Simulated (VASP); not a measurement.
# SiC (P6_3mc) in VASP: a series of runs

The runs below take SiC through relaxation of cell and atoms, with PBE.

All numbers are computed with VASP 6.6.1; they aren't measurements. Logs are shortened: lines on timing, memory, paths and dates and some standing lists are left out, and cuts for length are marked.

## (1) Starting point

It takes space group P6_3mc (No. 186, hexagonal). Conventional cell: a = 3.076 Å, b = 3.076 Å, c = 10.071 Å, α = 90.00°, β = 90.00°, γ = 120.00°. Si (site symmetry 3m) is surrounded by 4 C at 1.88 to 1.89 Å. Si (site symmetry 3m) is surrounded by 4 C at 1.88 to 1.89 Å. C (site symmetry 3m) is surrounded by 4 Si at 1.88 to 1.89 Å. C (site symmetry 3m) has 4 Si at 1.88 to 1.89 Å as nearest neighbours.

The cell is a database's computed one.

## (2) Relaxation of cell and atoms, PBE

Contents of INCAR:

```
SYSTEM = SiC
  PREC = Accurate
  ENCUT = 600
  EDIFF = 1E-6
  ISMEAR = 0
  SIGMA = 0.02
  LREAL = .False.
  LASPH = .True.
  NELM = 120
  ALGO = Fast
  ISIF = 3
  LWAVE = .False.
  LCHARG = .False.
  GGA = PE
  IBRION = 2
  NSW = 80
  EDIFFG = -0.005
  KPAR = 4
```

Contents of KPOINTS:

```
regular mesh
0
Gamma
  11 11 3
  0 0 0
```

Contents of POSCAR:

```
SiC
1.0
    3.0756941000      0.0000000000      0.0000000000
   -1.5378471000      2.6636293000      0.0000000000
    0.0000000000      0.0000000000     10.0706465000
Si C
4 4
Direct
    0.6666666700      0.3333333300      0.9378419800
    0.3333333300      0.6666666700      0.4378419800
    0.0000000000      0.0000000000      0.6878943800
    0.0000000000      0.0000000000      0.1878943800
    0.6666666700      0.3333333300      0.7498025900
    0.3333333300      0.6666666700      0.2498025900
    0.0000000000      0.0000000000      0.5004600500
    0.0000000000      0.0000000000      0.0004600500
```

Potentials or basis: VASP PAW PBE potentials, release 64 (Si, C).

Command:

```console
$ cat potpaw_PBE.64/Si/POTCAR potpaw_PBE.64/C/POTCAR > POTCAR
$ mpirun -np 4 vasp_std > vasp.out
```

OUTCAR:

```text
SYSTEM = SiC
   PREC = Accurate
   ENCUT = 600
   EDIFF = 1E-6
   ISMEAR = 0
   LREAL = .False.
   LASPH = .True.
   NELM = 120
   ISIF = 3
   GGA = PE
   IBRION = 2
   NSW = 80
   EDIFFG = -0.005

 ion  position               nearest neighbor table
   1  0.667  0.333  0.938-   8 1.88   8 1.88   8 1.88   5 1.89   3 3.08   3 3.08   3 3.08   4 3.08
                             4 3.08   4 3.08
   2  0.333  0.667  0.438-   7 1.88   7 1.88   7 1.88   6 1.89   4 3.08   4 3.08   4 3.08   3 3.08
                             3 3.08   3 3.08
   3  0.000  0.000  0.688-   5 1.88   5 1.88   5 1.88   7 1.89   1 3.08   1 3.08   1 3.08   2 3.08
                             2 3.08   2 3.08
   4  0.000  0.000  0.188-   6 1.88   6 1.88   6 1.88   8 1.89   2 3.08   2 3.08   2 3.08   1 3.08
                             1 3.08   1 3.08
   5  0.667  0.333  0.750-   3 1.88   3 1.88   3 1.88   1 1.89
   6  0.333  0.667  0.250-   4 1.88   4 1.88   4 1.88   2 1.89
   7  0.000  0.000  0.500-   2 1.88   2 1.88   2 1.88   3 1.89
   8  0.000  0.000  0.000-   1 1.88   1 1.88   1 1.88   4 1.89

  LATTYP: Found a hexagonal cell.
 ALAT       =     3.0756941000
 C/A-ratio  =     3.2742679124

  Lattice vectors:

 A1 = (   3.0756941000,   0.0000000000,   0.0000000000)
 A2 = (  -1.5378471000,   2.6636293000,   0.0000000000)
 A3 = (   0.0000000000,   0.0000000000,  10.0706465000)

Analysis of symmetry for initial positions (statically):
=====================================================================
 Subroutine PRICEL returns:
 Original cell was already a primitive cell.

 Routine SETGRP: Setting up the symmetry group for a
 hexagonal supercell.

 Subroutine GETGRP returns: Found 12 space group operations
 (whereof  6 operations were pure point group operations)
 out of a pool of 24 trial point group operations.

The static configuration has the point symmetry C_3v.
 The point group associated with its full space group is C_6v.

Analysis of symmetry for dynamics (positions and initial velocities):
=====================================================================
 Subroutine PRICEL returns:
 Original cell was already a primitive cell.

 Routine SETGRP: Setting up the symmetry group for a
 hexagonal supercell.

 Subroutine GETGRP returns: Found 12 space group operations
 (whereof  6 operations were pure point group operations)
 out of a pool of 24 trial point group operations.

The dynamic configuration has the point symmetry C_3v.
 The point group associated with its full space group is C_6v.

 Subroutine INISYM returns: Found 12 space group operations
[... 122 lines left out ...]
   EMIN   =  10.00;   EMAX   =-10.00  energy-range for DOS
   EFERMI =   0.00;   METHOD = LEGACY
   ISMEAR =     0;   SIGMA  =   0.02  broadening in eV -4-tet -1-fermi 0-gaus
   EFERMI_NEDOS =   21; number of points for ismear=-14 and -15
   IALGO  =     68    algorithm
   IMIX   =      4    mixing-type and parameters
     AMIX     =   0.40;   BMIX     =  1.00
     AMIX_MAG =   1.60;   BMIX_MAG =  1.00
  volume/ion in A,a.u.               =      10.31        69.60
  Fermi-wavevector in a.u.,A,eV,Ry     =   1.193897  2.256138 19.393597  1.425389
  Thomas-Fermi vector in A             =   2.329900
   LORBIT       =      0    0 simple, 1 ext, 2 COOP (PROOUT), +10 PAW based schemes
   GGA     = PE    functional components
   LHFCALC =     F    Hartree Fock is set to
   AEXX    =    0.0000 exact exchange contribution
   IVDW    =     0    specifies the selected vdW correction
   LEPSILON=     F    determine dielectric tensor
   LRPA    =     F    only Hartree local field effects (RPA)
 conjugate gradient relaxation of ions
 non-spin polarized calculation
 RMM-DIIS sequential band-by-band and
 Gauss-broadening in eV      SIGMA  =   0.02
  energy-cutoff  :      600.00
  volume of cell :       82.50
 maximum number of plane-waves:      2780
 NGX is ok and might be reduce to    28
   NGX = 13   NGY = 13   NGZ = 41

--------------------------------------- Ionic step        1  -------------------------------------------

 number of electron      32.0000001 magnetization

 Free energy of the ion-electron system (eV)
  ---------------------------------------------------
  ext. energy  EPLUGINS =         0.00000000
  ---------------------------------------------------
  free energy    TOTEN  =       -60.23690848 eV

  energy without entropy =      -60.23690848  energy(sigma->0) =      -60.23690848

------------------------ aborting loop because EDIFF is reached ----------------------------------------

  FORCE on cell =-STRESS in cart. coord.  units (eV):
  Direction    XX          YY          ZZ          XY          YZ          ZX
  --------------------------------------------------------------------------------------
  -------------------------------------------------------------------------------------
  Total        1.9391017      1.9391018      1.8717886     -0.0000000      0.0000000      0.0000000
  in kB       37.6562355     37.6562377     36.3490538     -0.0000007      0.0000000      0.0000000
  external PRESSURE =      37.2205090 kB  Pullay stress =       0.0000000 kB
[... 239 lines left out ...]
--------------------------------------- Ionic step        7  -------------------------------------------

 number of electron      32.0000001 magnetization

 Free energy of the ion-electron system (eV)
  ---------------------------------------------------
  ext. energy  EPLUGINS =         0.00000000
  ---------------------------------------------------
  free energy    TOTEN  =       -60.25299513 eV

  energy without entropy =      -60.25299513  energy(sigma->0) =      -60.25299513

 E-fermi :   8.1749     XC(G=0): -11.2941

 val. band max:        8.0210602311   @ k =   0.0000   0.0000   0.0000
 cond. band min:      10.3190263076   @ k =   0.4545  -0.0000   0.0000
 fundamental gap:      2.2979660765
 Fermi energy:         8.1749478772

 k-point     1 :       0.0000    0.0000    0.0000
  band No.  band energies     occupation
      1      -7.3520      2.00000
      2      -6.1881      2.00000
      3      -6.1521      2.00000
      4      -3.8366      2.00000
      5      -0.5119      2.00000
      6       3.6666      2.00000
[... 565 lines left out ...]
     20      14.0106      0.00000
     21      14.6759      0.00000

 [... further k-points ...]

------------------------ aborting loop because EDIFF is reached ----------------------------------------

  FORCE on cell =-STRESS in cart. coord.  units (eV):
  Direction    XX          YY          ZZ          XY          YZ          ZX
  --------------------------------------------------------------------------------------
  -------------------------------------------------------------------------------------
  Total        0.0241229      0.0241229      0.0190275     -0.0000000      0.0000000     -0.0000000
  in kB        0.4606595      0.4606595      0.3633562     -0.0000000      0.0000000     -0.0000000
  external PRESSURE =       0.4282251 kB  Pullay stress =       0.0000000 kB
[... 23 lines left out ...]
  FREE ENERGIE OF THE ION-ELECTRON SYSTEM (eV)
  ---------------------------------------------------
  free  energy   TOTEN  =       -60.2529951297 eV

  energy  without entropy=      -60.2529951297  energy(sigma->0) =      -60.25299513

 reached required accuracy - stopping structural energy minimisation
```

OSZICAR:

```text
N       E                     dE             d eps       ncg     rms          rms(c)
DAV:   1     0.102982170925E+03    0.10298E+03   -0.16217E+04  1344   0.155E+03
DAV:   2    -0.593878875795E+02   -0.16237E+03   -0.15346E+03  1888   0.232E+02
[... 49 lines left out ...]
DAV:   1    -0.602529908604E+02   -0.61518E-06   -0.55717E-05  1569   0.514E-02    0.309E-03
RMM:   2    -0.602529908375E+02    0.22894E-07   -0.16447E-06   710   0.877E-03
   6 F= -.60252991E+02 E0= -.60252991E+02  d E =-.221228E-05
       N       E                     dE             d eps       ncg     rms          rms(c)
DAV:   1    -0.602529958842E+02   -0.50238E-05   -0.27516E-05  1609   0.371E-02    0.608E-03
RMM:   2    -0.602529951297E+02    0.75452E-06   -0.96760E-07   706   0.616E-03
   7 F= -.60252995E+02 E0= -.60252995E+02  d E =-.429218E-05
```

CONTCAR:

```text
SiC
   1.00000000000000
     3.0930981128663562   -0.0000000003268185   -0.0000000000000000
    -1.5465491069991393    2.6787016187091659    0.0000000000000000
     0.0000000000000000   -0.0000000000000000   10.1260778681387933
  Si              C
     4     4
Direct
     0.6666666699999979    0.3333333300000021    0.9378466831673232
     0.3333333300000021    0.6666666699999979    0.4378466831673233
     0.0000000000000000    1.0000000000000000    0.6878972390009038
     0.0000000000000000    0.0000000000000000    0.1878972390009039
     0.6666666699999979    0.3333333300000021    0.7498073541952159
     0.3333333300000021    0.6666666699999979    0.2498073541952159
     0.0000000000000000    0.0000000000000000    0.5004477236365644
     0.0000000000000000    0.0000000000000000    0.0004477236365643

  0.00000000E+00  0.00000000E+00  0.00000000E+00
  0.00000000E+00  0.00000000E+00  0.00000000E+00
  0.00000000E+00  0.00000000E+00  0.00000000E+00
  0.00000000E+00  0.00000000E+00  0.00000000E+00
  0.00000000E+00  0.00000000E+00  0.00000000E+00
  0.00000000E+00  0.00000000E+00  0.00000000E+00
  0.00000000E+00  0.00000000E+00  0.00000000E+00
  0.00000000E+00  0.00000000E+00  0.00000000E+00
```

Wall time 88 s (4 MPI ranks of Intel Xeon 6975P-C (Granite Rapids), shared host); peak memory 0.24 GiB.

Results:

```yaml
Free_energy: -60.2530 eV
Relaxed_volume: 10.49 Å³/atom
Relaxed_cell: a = 3.093 Å, b = 3.093 Å, c = 10.126 Å, α = 90.00°, β = 90.00°, γ = 120.00°
Space_group_after_relaxing_to_0.05_Å: P6_3mc (No. 186)
Energy_gained_by_relaxing: 2.0 meV/atom
Ionic_steps: 7
Pressure_after_relaxing: 0.0 GPa
Band_gap_on_the_k_mesh: 2.30 eV, indirect (least direct gap 3.39 eV)
```

The path:
```
step  energy change (eV)  largest force (eV/Å)  pressure (GPa)  volume (Å³)
   1              0.0000                0.0054            3.72        82.50
   2              0.0009                0.0171           -3.60        85.40
   3             -0.0161                0.0065            0.00        83.91
   4             -0.0161                0.0063            0.07        83.88
   5             -0.0161                0.0045            0.07        83.89
   6             -0.0161                0.0007            0.07        83.89
   7             -0.0161                0.0002            0.04        83.90
```

Final structure:
```
Si C
1.0
     3.09310    0.00000    0.00000
    -1.54655    2.67870    0.00000
     0.00000    0.00000   10.12608
Si C
4 4
Direct
  0.66667 0.33333 0.93785
  0.33333 0.66667 0.43785
  0.00000 0.00000 0.68790
  0.00000 0.00000 0.18790
  0.66667 0.33333 0.74981
  0.33333 0.66667 0.24981
  0.00000 0.00000 0.50045
  0.00000 0.00000 0.00045
```

Caveat: an odd mesh through Γ misses points on the zone boundary, where band edges often lie.

(Continued in part 2 of 2.)
